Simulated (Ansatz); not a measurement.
# RbCl (Fm-3m): gap, valleys and masses

```
CELL_PARAMETERS angstrom
0.00000 3.18854 3.18854
3.18854 0.00000 3.18854
3.18854 3.18854 0.00000
ATOMIC_POSITIONS crystal
Rb 0.00000 0.00000 0.00000
Cl 0.50000 0.50000 0.50000
```

Conventional cell: a = 6.377 Å, b = 6.377 Å, c = 6.377 Å, α = 90.00°, β = 90.00°, γ = 90.00°. Rb (atom 1) has 6 Cl at 3.19 Å as nearest neighbours. Cl (atom 2) has 6 Rb at 3.19 Å as nearest neighbours.

Computed, not measured; unless marked otherwise by LDA, all-electron LAPW in Ansatz 0.2.0, scalar-relativistic. k mesh 6×6×6, fixed occupations, basis error target 1 meV/atom. The cell was relaxed by PAW under this functional, which moved its volume by -8 % from the database entry's.

Extrema are searched on a 10×10×10 mesh and refined by Newton steps; masses come from band slopes 0.005 Å⁻¹ away, 1/m* = (1/ħ²) d²E/dk², negative for holes (the finite step makes the lightest masses up to about 3 % heavy). k is in units of the reciprocal vectors.

Where are the band edges, and is the gap direct?

The valence maximum lies at Gamma (0.000, 0.000, 0.000) and the conduction minimum at Gamma (0.000, 0.000, 0.000), so the Kohn-Sham gap of 4.851 eV is direct.

What are the electron masses at the edge?

The principal masses are 0.39, 0.39, 0.39 mₑ. One valley has a density-of-states mass (m₁m₂m₃)^(1/3) = 0.39; the direction-averaged conductivity mass 3/Σ(1/mᵢ) is 0.39 mₑ.

Several bands lie at or near the hole edge, or its surface isn't an ellipsoid. What are the masses by direction?

| direction | branch from the edge | its level at the point (eV from the edge) | m*/mₑ |
| --- | --- | --- | --- |
| 100 | 1 | 0.000 | -7.32 |
| 100 | 2 | 0.000 | -7.32 |
| 100 | 3 | 0.000 | -0.522 |
| 110 | 1 | 0.000 | -7.32 |
| 110 | 2 | 0.000 | -1.68 |
| 110 | 3 | 0.000 | -0.687 |
| 111 | 1 | 0.000 | -2.26 |
| 111 | 2 | 0.000 | -2.26 |
| 111 | 3 | 0.000 | -0.767 |
| 11-2 | 1 | 0.000 | -3.45 |
| 11-2 | 2 | 0.000 | -2.51 |
| 11-2 | 3 | 0.000 | -0.667 |

Along the Cartesian direction 11-2 the conduction slope is 0.09769 eV·Å one step out. What is it four steps out, and what does that say?

0.3902 eV·Å, 3.994 times the first; a parabola would give 4, so the band is nearly parabolic here.

What electronic dielectric constant and refractive index follow from the same bands (independent particles)?

ε∞ = (2.83, 2.83, 2.83), so n ≈ √ε∞ = 1.68 (mean over directions) well under the gap and the normal reflectivity is ((n − 1)/(n + 1))² = 0.064. Local fields, left out here, lower ε∞ by several per cent.

What gap does PAW give in the same cell?

4.849 eV, -2 meV from the LAPW value.

Cells strained by ±0.5 % (all lengths, zz alone, equal engineering shears γ in yz, zx, xy; ions relaxed) give deformation potentials. How do the edge levels move, in eV per unit strain against the centre of the top valence set?

| point | k | side | bands | level (eV) | d/dlnV | d/dε_zz | d/dγ | split/ε_zz | split/γ |
| --- | --- | --- | --- | --- | --- | --- | --- | --- | --- |
| Gamma | 0.00 0.00 0.00 | valence | 3 | 0.000 | 0.00 | 0.00 | 0.00* | 2.05 | 1.92 |
| Gamma | 0.00 0.00 0.00 | conduction | 1 | 4.851 | -3.36 | -3.36 | 0.00* | – | – |
| X | -0.50 0.00 -0.50 | valence | 2 | -0.092 | -0.22 | -0.67 | 0.00* | 2.20 | 1.57 |
| X | -0.50 0.00 -0.50 | conduction | 1 | 5.752 | 1.29 | 0.78 | 0.00* | – | – |
| X | -0.50 -0.50 0.00 | valence | 2 | -0.092 | -0.22 | 0.68 | 0.00* | 0.00 | 1.57 |
| X | -0.50 -0.50 0.00 | conduction | 1 | 5.752 | 1.29 | 2.32 | 0.00* | – | – |
| L | -0.50 0.00 0.00 | valence | 2 | -0.452 | 1.13 | 1.13 | -0.76 | 0.25 | 2.90 |
| L | -0.50 0.00 0.00 | conduction | 1 | 7.640 | -3.23 | -3.23 | 0.28 | – | – |
| L | -0.50 -0.50 -0.50 | valence | 2 | -0.452 | 1.13 | 1.13 | 2.28 | 0.25 | 0.00 |
| L | -0.50 -0.50 -0.50 | conduction | 1 | 7.640 | -3.23 | -3.23 | -0.85 | – | – |

For the triplet at Γ the single level moves against the pair by 3bε_zz and by 3√3 d (γ/2), so b = -0.68 eV and d = -0.74 eV.

Sets with another level within 0.15 eV are left out, since it mixes in under strain; the reference set stays in any case. Entries marked * vanish by symmetry to first order; what they show is the residue of the finite step. These cells use a basis error target of 0.5 meV/atom.

Caveats: no spin-orbit coupling on heavy atoms; semilocal gaps are low, and what follows the gap (onsets, screening, light masses) shifts with it; without spin-orbit coupling, bands that meet at the valence top are not the light and heavy holes of experiment; the frozen-core PAW files of the compared runs were fitted under PBE, their cores solved anew for this functional.
